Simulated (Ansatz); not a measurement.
MoP from its elements: all-electron against pseudopotential results

```
Mo P
1.0
     3.24171    0.00000    0.00000
    -1.62086    2.80740    0.00000
     0.00000    0.00000    3.19434
Mo P
1 1
Direct
  0.00000 0.00000 0.00000
  0.33333 0.66667 0.50000
```

The cell comes from a relaxation on PAW files under the same functional, begun from a database entry that needn't be the ground state.

Computed with Ansatz 0.2.0; functional PBE, scalar-relativistic. Settings: a Γ-centred 15×15×13 k mesh, Fermi–Dirac smearing of 0.05 eV, no spin polarisation. Methods: LAPW: all electrons, basis error target 0.5 meV/atom; PAW: frozen-core files, cutoff 420 eV.

The elements are taken as Mo bcc, P black P, each relaxed on PAW files under the same functional and computed by the same method as the compound; zero-point and thermal terms are left out. PBE lacks dispersion, which leaves layered or molecular solids underbound, be they references or the compound itself.

Question: What is the formation energy by LAPW, and how far do the other methods lie from it?

Answer: -0.680 eV/atom; PAW -2.4 meV/atom. The compound is bound against these elements; other compounds of the system weren't compared.

Question: Give the LAPW value for one formula unit in kJ/mol.

Answer: -0.680 eV/atom × 2 atoms × 96.485 kJ/(mol·eV) = -131.2 kJ/mol, at zero temperature and without zero-point motion.

Question: How does the cell move when LAPW relaxes it further?

Answer: The volume goes from 14.536 to 14.537 Å³/atom (+0.01 %).
